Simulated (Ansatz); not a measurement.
# HfO2, the end x = 0 of the tetragonal HfO2 with Si on Hf sites line (96 atoms): geometry optimisation, part 2 of 3

How does HfO2, the end x = 0 of the tetragonal HfO2 with Si on Hf sites line (96 atoms) relax, and what do bonds, charges and levels look like afterwards?

Ansatz 0.2.0; Kohn-Sham DFT, PBE, PAW (set soft_2), plane waves.

The cell: 32 Hf and 64 O. The host structure and its lattice constant were typed by rule, without a check against the phase diagram. No spin–orbit coupling is included.

So far. Step 3 (Cell and atoms relaxed): The relaxation changed the energy by -10.2 meV/atom, and atoms moved by 0.045 Å r.m.s., 0.086 Å at most.

**4. Structure statistics after relaxation**

Bonds before and after, by the cutoffs listed below:

```csv
pair,bonds before,bonds after,mean before (Å),mean after (Å),spread before (Å),spread after (Å)
O-Hf,256,256,2.231,2.245,0.154,0.175
```

Density 10.2 g/cm³, 11.40 Å³ an atom.

g(r), total and by pair (bins of 0.1 Å):

```csv
r (Å),total,O-O,O-Hf,Hf-Hf
1.95,0.00,0.00,0.00,0.00
2.05,5.62,0.00,12.60,0.00
2.15,0.00,0.00,0.00,0.00
2.25,0.00,0.00,0.00,0.00
2.35,0.00,0.00,0.00,0.00
2.45,4.11,0.00,9.26,0.00
2.55,0.00,0.00,0.00,0.00
2.65,5.27,11.80,0.00,0.00
2.75,0.00,0.00,0.00,0.00
2.85,0.00,0.00,0.00,0.00
2.95,0.00,0.00,0.00,0.00
3.05,0.00,0.00,0.00,0.00
3.15,0.00,0.00,0.00,0.00
3.25,2.26,5.07,0.00,0.00
3.35,0.00,0.00,0.00,0.00
3.45,0.00,0.00,0.00,0.00
3.55,0.00,0.00,0.00,0.00
3.65,4.55,4.14,0.00,24.40
3.75,0.00,0.00,0.00,0.00
3.85,0.00,0.00,0.00,0.00
3.95,0.00,0.00,0.00,0.00
4.05,1.46,0.00,3.28,0.00
4.15,4.20,3.20,6.26,0.00
4.25,0.00,0.00,0.00,0.00
4.35,2.59,0.00,5.82,0.00
4.45,2.42,5.44,0.00,0.00
4.55,0.00,0.00,0.00,0.00
4.65,1.13,0.00,2.54,0.00
4.75,0.00,0.00,0.00,0.00
4.85,0.00,0.00,0.00,0.00
4.95,0.00,0.00,0.00,0.00
5.05,1.41,2.11,0.00,4.23
5.15,0.00,0.00,0.00,0.00
5.25,0.65,0.98,0.00,1.96
5.35,0.85,1.92,0.00,0.00
5.45,1.76,0.00,3.95,0.00
5.55,0.68,0.00,1.53,0.00
5.65,0.76,0.00,1.71,0.00
5.75,2.95,6.64,0.00,0.00
5.85,1.41,0.00,3.17,0.00
5.95,0.00,0.00,0.00,0.00
6.05,1.32,2.97,0.00,0.00
6.15,0.00,0.00,0.00,0.00
6.25,1.23,0.00,0.00,11.10
```

Bonds by pair of elements; cutoffs follow the first minimum of g(r), held within bounds set by covalent radii, and pairs that aren't listed don't count as bonded:

```csv
pair A-B,cutoff (Å),bonds,mean length (Å),spread (Å),shortest (Å),B about A,A about B
O-Hf,2.82,256,2.25,0.175,2.07,4,8
```

How many atoms have how many bonded neighbours:

| element | mean | 4 | 8 |
| --- | --- | --- | --- |
| Hf | 8 | 0 | 32 |
| O | 4 | 64 | 0 |

Bond angles, per cent of each kind in bins of 5°:

```csv
angle (°),O-Hf-O,Hf-O-Hf
70–75,42.9,0.0
75–80,0.0,0.0
80–85,0.0,0.0
85–90,0.0,0.0
90–95,0.0,0.0
95–100,7.1,16.7
100–105,14.3,0.0
105–110,0.0,66.7
110–115,0.0,0.0
115–120,14.3,0.0
120–125,7.1,16.7
125–130,0.0,0.0
130–135,0.0,0.0
135–140,0.0,0.0
140–145,0.0,0.0
145–150,0.0,0.0
150–155,0.0,0.0
155–160,0.0,0.0
160–165,0.0,0.0
165–170,14.3,0.0
```

Bond angles (no mean is given where the spread exceeds 20°):

| angle | count | mean (°) | spread (°) |
| --- | --- | --- | --- |
| O-Hf-O | 896 | - | - |
| Hf-O-Hf | 384 | 109 | 7.2 |

For some of the pairs, g(r) has its first main peak near 2.62 Å (O-O), 2.08 Å (O-Hf) and 3.66 Å (Hf-Hf). By these cutoffs all Hf atoms have 8 and all O atoms have 4 bonded neighbours.

**5. Single point at the relaxed geometry**

The electronic structure is read at the final geometry, in a run of its own.

input.yaml

```yaml
crystal:
  lattice:
    - [10.19486, 6.0e-05, 0.00452]
    - [6.0e-05, 10.19488, 0.0013]
    - [0.00466, 0.00134, 10.5289]
  atoms:
    - { symbol: Hf, position: [0.25033, 0.37466, 0.1252] }
    - { symbol: Hf, position: [0.24933, 0.12535, 0.37524] }
    - { symbol: O, position: [0.1253, 0.99961, 0.02862] }
    - { symbol: O, position: [0.12496, 0.99985, 0.27863] }
    [... 86 atom lines left out ...]
    - { symbol: Hf, position: [0.50015, 0.62627, 0.62529] }
    - { symbol: Hf, position: [0.50095, 0.87512, 0.87524] }
    - { symbol: O, position: [0.87455, 0.75025, 0.52864] }
    - { symbol: O, position: [0.87554, 0.75048, 0.77863] }
    - { symbol: O, position: [0.62508, 0.74956, 0.97186] }
    - { symbol: O, position: [0.62534, 0.75075, 0.72184] }
kpoints:
  mp_grid: { grid: [2, 2, 2] }
hamiltonian:
  xc: pbe
scf:
  occupations: { method: fermi_dirac, width: 0.025 }
output:
  forces: true
  stress: true
  populations: true
  dos:
    method: { smearing: { sigma: 0.08 } }
    de: 0.05
    projected: { site_lists: { Hf: [Hf], O: [O] } }
  eigenvalues: true
  write_density: true
  write_potential: true
  volumetric_format: npy
```

Started as:

```
$ ansatz run input.yaml --threads 5 --pin off --max-ram 76800MiB --backend cuda --events-out ev --progress --plain --runs-dir out
```

Numbers of over 12 decimals in the logs are rounded to 6 here.

The log of the run:

```text
[...]
GPU FFT provider: cuFFT
GPU libraries: cuBLAS 13.8.2, cuFFT 12.4.0, cuSOLVER 12.3.4
Crystal: 96 atoms, lattice volume = 1094.325 Å³
Basis set: ecut = 420 eV, 21375 PW (Γ), exchange–correlation on 144×144×144 points (8 copies of the dense FFT grid, shifted against one another)
Bands: 730, of which v1, the nominal top of the filled ones, is band 608 counted from 1 (607 counted from 0)
Symmetry: 1 space group operations
[...]
k-points: 8
[...]
GPU buffer pool allocated for 373248 grid points (all kernels)
[...]
SCF iter   1: F=—  HF=-539568.608171 eV  |F-HF|=—  |Δ(HF+E_count)|=         —  Δρ=3.04e-3  dr2=2.59e-2  ethr=1.77e-3  ⟨swp⟩=5.4  Hψ=18220  notcnv=0  defer=248
[...]
SCF iter   8: F=-539568.635856 eV  HF=-539568.635856 eV  |F-HF|=1.08e-8  |Δ(HF+E_count)|=   1.25e-6  Δρ=2.05e-6  dr2=3.73e-8  ethr=8.22e-12  ⟨swp⟩=12.8  Hψ=45254  notcnv=0
SCF 1 converged in 8 iterations: F = -539568.635856 eV  dr2 = 3.73e-8
[...]
SCF converged after 8 iterations
Free energy (F): -539568.635856 eV
[...]
Internal energy: -539568.635856 eV  (E = F + TS)
E sigma→0 (E₀):  -539568.635856 eV
Fermi energy:    16.704233 eV
[...]
--- Forces (eV/Å), atoms counted from 1 ---
  atom   1  Hf     0.00016258    -0.00118715     0.00053979
  atom   2  Hf     0.00034676    -0.00095995     0.00038213
  atom   3  O     -0.00063125    -0.00020810    -0.00086276
  atom   4  O     -0.00087144     0.00111509    -0.00047251
  atom   5  O      0.00019836     0.00063690    -0.00006903
  atom   6  O      0.00055435     0.00030964    -0.00111462
  atom   7  Hf    -0.00015190     0.00180549     0.00131906
  atom   8  Hf    -0.00082979    -0.00077680    -0.00073299
  atom   9  O     -0.00090513     0.00046430     0.00049678
  atom  10  O      0.00069034     0.00092464     0.00050539
  atom  11  O      0.00103305     0.00076453     0.00007496
  atom  12  O      0.00020406     0.00044818    -0.00074965
  atom  13  Hf    -0.00105173    -0.00126423    -0.00020008
  atom  14  Hf     0.00013753     0.00084642    -0.00015014
[...]
atom  95  O      0.00153706    -0.00002370    -0.00033794
  atom  96  O      0.00029708     0.00071246     0.00089530
  max |Σ_I F_I| component: 2.41e-5 eV/Å
--- Stress (GPa, compression-positive) ---
        0.001991       0.000004      -0.000618
        0.000004       0.001245      -0.000031
       -0.000618      -0.000031       0.001988
  P = ⅓ Tr σ = 0.0017 GPa (0.017 kbar)
--- Band table (eV; the first three rows and the last of 8) ---
[...]
--- Löwdin populations: 96 sites ---
  site symbol       q [e]
     0     Hf     24.5516
     1     Hf     24.5516
     2      O      6.6773
[...]
95      O      6.6774
  spilling = 0.002462 (of n_electrons = 1216.000000)
```

Wall time 12 s (1 × NVIDIA H100 80GB HBM3 with 5 threads of AMD EPYC 7R13 (Zen 3), shared host); peak memory 2.7 GiB; 22 s of CPU time.

That memory is the host's; the program planned up to 20.8 GiB on the GPU.

The run gave:

| Quantity | Value |
| --- | --- |
| free energy | -539568.6359 eV |
| free energy per atom | -5620.5066 eV/atom |
| SCF cycles | 8 |
| pressure | 0.001741 GPa |
| r.m.s. force component | 0.00072 eV/Å |
| longest force | 0.00246 eV/Å |
| Fermi energy | 16.7 eV |
| gap (highest filled to lowest empty level) | 4.671 eV |
| spilling of the projection | 0.002462 |

Löwdin charges by element (they lack the spilled electrons, 0.031 e an atom on average):

| element | coordination | atoms | mean charge (e) | spread | least | most |
| --- | --- | --- | --- | --- | --- | --- |
| Hf | all | 32 | 1.45 | 1.0e-4 | 1.45 | 1.45 |
| O | all | 64 | -0.677 | 1.0e-4 | -0.678 | -0.677 |

States in the cell by windows of 1 eV, zero at the Fermi level; the larger projections on atomic orbitals stand beside the total:

```csv
from (eV),to (eV),total,O p,Hf d,Hf f
-14,-13,0.0,0.0,0.0,0.0
-13,-12,448.0,1.4,0.2,445.8
-12,-8,0.0,0.0,0.0,0.0
-8,-7,10.6,7.0,2.6,0.0
-7,-6,76.9,54.3,19.0,0.2
-6,-5,84.2,65.0,14.2,0.4
-5,-4,57.4,48.0,6.3,0.2
-4,-3,97.9,85.2,9.2,0.4
-3,-2,56.9,53.0,2.5,0.2
-2,2,0.0,0.0,0.0,0.0
2,3,26.7,2.4,23.0,0.0
3,4,101.4,12.2,85.1,0.0
4,5,32.3,2.1,20.9,0.0
```

Between -26 and -14 eV lie 128 more states.

The stored curve holds about 960 of the 1216 electrons; the rest, give or take the few that broadening carries across the Fermi level, lie in deeper levels below its range.

The levels nearest the highest filled one (over half full), pooled over k-points and spins:

```
level less the highest filled one (eV)  occupation
                               -0.0325           2
                               -0.0322           2
                               -0.0321           2
                               -0.0321           2
                               -2.0e-4           2
                                     0           2
                                  4.67           0
                                  4.69           0
                                  4.86           0
                                  4.86           0
                                  4.98           0
                                  4.98           0
```

Electrostatic potential energy in the ac plane at fractional y = 0.000, with atoms of O within 0.2 Å of it. With pseudopotentials it is smooth inside the atoms' cores, unlike the true potential.

Ten even steps from '0' (-34 eV) to '9' (18 eV), each cell a mean:
```
99866999950039999767999820169
99999999974369999999999953489
89999998999999889999988999999
99877999999999999878999999999
99411599999999997203899999999
99401599973269997202899952489
99866999950039999767999820169
99999999974369999999999953489
89999998999999899999988999999
99877998999999999878999999999
99411699999999997203899999999
99401599973269997102899952489
99866999950039999767999820169
99999999974369999999999953489
89999998999999889999988999999
99877999999999999878999999999
99411599999999997203899999999
99401599973269997102899952489
99866999950039999767999820169
99999999974369999999999953489
89999998999999889999988999999
99877999999999999878999999999
99411599999999997213899999999
99401599973269997102899952489
```
Columns run along a (10.2 Å; values clipped at the 3rd and 97th percentile), rows up along c (10.5 Å). Atoms in or near the plane, at fractional coordinates: O at (0.13, 0.03), O at (0.12, 0.28), O at (0.37, 0.47), O at (0.38, 0.22), O at (0.12, 0.53), O at (0.13, 0.78), O at (0.38, 0.97), O at (0.38, 0.72), O at (0.63, 0.03), O at (0.62, 0.28), O at (0.87, 0.47), O at (0.88, 0.22), O at (0.62, 0.53), O at (0.63, 0.78) and more.

Valence density in the ac plane at fractional y = 0.000, with atoms of O within 0.2 Å of it. It is the smooth field of the valence electrons, not physical close to the nuclei.

Ten even steps from '0' (0.1 e/Å³) to '9' (7.1 e/Å³), each cell a mean:
```
00122000038940000121000159720
00000000014420000000000024310
00000000000000000000000000000
00011000000000000111000000000
00377200000000001575100000000
00387200014520001685100025410
00122000038940000121000159720
00000000014420000000000024310
00000000000000000000000000000
00011000000000000111000000000
00376200000000001584100000000
00387200014520001685100035310
00122000038940000121000159720
00000000014420000000000025310
00000000000000000000000000000
00011000000000000111000000000
00376200000000001574100000000
00387200014520001685100025410
00122000038940000121000159720
00000000013420000000000024310
00000000000000000000000000000
00011000000000000111000000000
00376200000000001574100000000
00387200014520001695100025410
```
Columns run along a (10.2 Å), rows up along c (10.5 Å). Atoms in or near the plane, at fractional coordinates: O at (0.13, 0.03), O at (0.12, 0.28), O at (0.37, 0.47), O at (0.38, 0.22), O at (0.12, 0.53), O at (0.13, 0.78), O at (0.38, 0.97), O at (0.38, 0.72), O at (0.63, 0.03), O at (0.62, 0.28), O at (0.87, 0.47), O at (0.88, 0.22), O at (0.62, 0.53), O at (0.63, 0.78) and more.

Mean Löwdin charges: Hf +1.45, O -0.68 e. The largest share in the top eV of filled states is O p (92 % of the projected weight), and in the lowest eV of empty states Hf d (87 % of the projected weight).

A closer look about O93, picked at random: 11 atoms, nearest first, numbered in the order of the input, with positions taken from that point.

| atom | x | y | z | distance (Å) | bonds | Löwdin charge (e) |
| --- | --- | --- | --- | --- | --- | --- |
| O93 | 0.00 | 0.00 | 0.00 | 0.00 | 4 | -0.68 |
| Hf43 | 1.28 | -1.26 | 1.02 | 2.07 | 8 | 1.45 |
| Hf85 | -1.27 | 1.28 | 1.02 | 2.07 | 8 | 1.45 |
| Hf32 | 1.27 | 1.27 | -1.61 | 2.42 | 8 | 1.45 |
| Hf74 | -1.28 | -1.27 | -1.62 | 2.42 | 8 | 1.45 |
| O53 | 0.00 | 2.55 | -0.60 | 2.62 | 4 | -0.68 |
| O35 | 2.55 | 0.00 | -0.60 | 2.62 | 4 | -0.68 |
| O83 | -2.55 | 0.00 | -0.60 | 2.62 | 4 | -0.68 |
| O77 | 0.00 | -2.55 | -0.60 | 2.62 | 4 | -0.68 |
| O94 | 0.01 | 0.00 | 2.63 | 2.63 | 4 | -0.68 |
| O82 | 0.00 | 0.00 | -2.63 | 2.63 | 4 | -0.68 |

The column of bonds counts only the pairs O-Hf within 2.82 Å; other neighbours, such as metal atoms beside each other in a compound, aren't counted, and periodic images can show an atom twice.

**6. K-mesh 3×3×2**

Large cells are often run on few k-points; this run checks whether the reference had enough.

Edit input.yaml of step 5 so:

```diff
@@ -8,3 +8,3 @@
 kpoints:
-  mp_grid: { grid: [2, 2, 2] }
+  mp_grid: { grid: [3, 3, 2] }
 hamiltonian:
@@ -22,4 +22 @@
   eigenvalues: true
-  write_density: true
-  write_potential: true
-  volumetric_format: npy
```

The log of the run:

```text
[...]
GPU FFT provider: cuFFT
GPU libraries: cuBLAS 13.8.2, cuFFT 12.4.0, cuSOLVER 12.3.4
Crystal: 96 atoms, lattice volume = 1094.325 Å³
Basis set: ecut = 420 eV, 21375 PW (Γ), exchange–correlation on 144×144×144 points (8 copies of the dense FFT grid, shifted against one another)
Bands: 730, of which v1, the nominal top of the filled ones, is band 608 counted from 1 (607 counted from 0)
Symmetry: 1 space group operations
[...]
k-points: 10 of 18 (time reversal used)
[...]
GPU buffer pool allocated for 373248 grid points (all kernels)
[...]
SCF iter   1: F=—  HF=-539568.611689 eV  |F-HF|=—  |Δ(HF+E_count)|=         —  Δρ=3.04e-3  dr2=2.60e-2  ethr=1.77e-3  ⟨swp⟩=5.9  Hψ=22966  notcnv=0  defer=344
[...]
SCF iter   7: F=—  HF=-539568.638466 eV  |F-HF|=—  |Δ(HF+E_count)|=   4.73e-6  Δρ=1.00e-5  dr2=7.76e-7  ethr=3.54e-10  ⟨swp⟩=2.0  Hψ=10992  notcnv=0  defer=511
SCF iter   8: F=-539568.638467 eV  HF=-539568.638467 eV  |F-HF|=1.93e-8  |Δ(HF+E_count)|=   2.50e-7  Δρ=2.29e-6  dr2=4.23e-8  ethr=8.22e-12  ⟨swp⟩=9.1  Hψ=35754  notcnv=0
SCF 1 converged in 8 iterations: F = -539568.638467 eV  dr2 = 4.23e-8
[...]
SCF converged after 8 iterations
Free energy (F): -539568.638467 eV
[...]
Internal energy: -539568.638467 eV  (E = F + TS)
E sigma→0 (E₀):  -539568.638467 eV
Fermi energy:    16.708367 eV
[...]
Σ components = -539568.638467   (vs F -539568.638467, Δ=0.00e0)
--- Forces (eV/Å), atoms counted from 1 ---
  atom   1  Hf     0.00017133    -0.00121031     0.00055464
  atom   2  Hf     0.00033678    -0.00094624     0.00037201
  atom   3  O     -0.00065506    -0.00020583    -0.00090596
  atom   4  O     -0.00089642     0.00110829    -0.00051510
[...]
atom  96  O      0.00032211     0.00071126     0.00093641
  max |Σ_I F_I| component: 2.13e-5 eV/Å
--- Stress (GPa, compression-positive) ---
        0.003088       0.000026      -0.000584
        0.000026       0.002547      -0.000008
       -0.000584      -0.000008      -0.001032
  P = ⅓ Tr σ = 0.0015 GPa (0.015 kbar)
--- Band table (eV; the first three rows and the last of 10) ---
[...]
--- Löwdin populations: 96 sites ---
  site symbol       q [e]
     0     Hf     24.5516
     1     Hf     24.5517
     2      O      6.6773
[...]
95      O      6.6774
  spilling = 0.002462 (of n_electrons = 1216.000000)
```

The job ended after 14 s (1 × NVIDIA H100 80GB HBM3 with 5 threads; peak memory 2.8 GiB).

That memory is the host's; the program planned up to 32 GiB on the GPU.

Geometry and reference: those of the single point at the relaxed geometry.

Forces differ from those of the single point at the relaxed geometry by 0.025 meV/Å r.m.s.

**7. Coarser k-mesh (Γ alone)**

 Besides, the k-mesh goes from 2×2×2 to 1×1×1.

Edit input.yaml of step 6 so:

```diff
@@ -8,3 +8,3 @@
 kpoints:
-  mp_grid: { grid: [3, 3, 2] }
+  mp_grid: { grid: [1, 1, 1] }
 hamiltonian:
```

The log of the run:

```text
[...]
GPU FFT provider: cuFFT
GPU libraries: cuBLAS 13.8.2, cuFFT 12.4.0, cuSOLVER 12.3.4
Crystal: 96 atoms, lattice volume = 1094.325 Å³
Basis set: ecut = 420 eV, 21375 PW (Γ), exchange–correlation on 144×144×144 points (8 copies of the dense FFT grid, shifted against one another)
Bands: 730, of which v1, the nominal top of the filled ones, is band 608 counted from 1 (607 counted from 0)
Symmetry: 1 space group operations
[...]
k-points: 1
[...]
GPU buffer pool allocated for 373248 grid points (all kernels)
[...]
SCF iter   1: F=—  HF=-539567.913596 eV  |F-HF|=—  |Δ(HF+E_count)|=         —  Δρ=3.03e-3  dr2=3.14e-2  ethr=1.77e-3  ⟨swp⟩=5.0  Hψ=2327  notcnv=0  defer=38
[...]
SCF iter   7: F=—  HF=-539567.938283 eV  |F-HF|=—  |Δ(HF+E_count)|=   8.50e-6  Δρ=8.22e-6  dr2=4.69e-7  ethr=4.43e-10  ⟨swp⟩=2.0  Hψ=1094  notcnv=0  defer=57
SCF iter   8: F=-539567.938285 eV  HF=-539567.938285 eV  |F-HF|=7.80e-9  |Δ(HF+E_count)|=   1.19e-6  Δρ=1.52e-6  dr2=1.84e-8  ethr=8.22e-12  ⟨swp⟩=10.0  Hψ=3181  notcnv=0
SCF 1 converged in 8 iterations: F = -539567.938285 eV  dr2 = 1.84e-8
[...]
SCF converged after 8 iterations
Free energy (F): -539567.938285 eV
[...]
Internal energy: -539567.938285 eV  (E = F + TS)
E sigma→0 (E₀):  -539567.938285 eV
Fermi energy:    16.704841 eV
[...]
Σ components = -539567.938285   (vs F -539567.938285, Δ=0.00e0)
--- Forces (eV/Å), atoms counted from 1 ---
  atom   1  Hf     0.00006911    -0.00105955     0.00049485
  atom   2  Hf     0.00025797    -0.00011357     0.00033980
  atom   3  O     -0.00093710    -0.00070259     0.05051130
  atom   4  O     -0.00074308     0.00111169     0.05091037
[...]
atom  96  O     -0.00015335     0.00132730    -0.05047149
  max |Σ_I F_I| component: 5.28e-5 eV/Å
--- Stress (GPa, compression-positive) ---
       -0.088875       0.000012       0.001080
        0.000012      -0.089461       0.000440
        0.001080       0.000440       0.576777
  P = ⅓ Tr σ = 0.1328 GPa (1.328 kbar)
--- Band table (eV) ---
[...]
--- Löwdin populations: 96 sites ---
  site symbol       q [e]
     0     Hf     24.5417
     1     Hf     24.5418
     2      O      6.6816
[...]
95      O      6.6817
  spilling = 0.002497 (of n_electrons = 1216.000000)
```

The job ended after 3.9 s (1 × NVIDIA H100 80GB HBM3 with 5 threads; peak memory 1.2 GiB).

That memory is the host's; the program planned up to 4.6 GiB on the GPU.

Geometry and reference: those of the single point at the relaxed geometry.

Forces differ from those of the single point at the relaxed geometry by 24 meV/Å r.m.s.; the energy by +7.3 meV/atom, the pressure by +0.13 GPa and the gap by -0.0094 eV.

[end of part 2 of 3]

[Logs are printed without paths, hosts, clocks, repeated set-up lines and the standing remarks that a program may print on its own settings, such as how far it seeks lower states.]

[Hosts, paths, dates, database ids (printed as entryN), source tags and the programs' standing remarks are cut or masked in the printed files.]
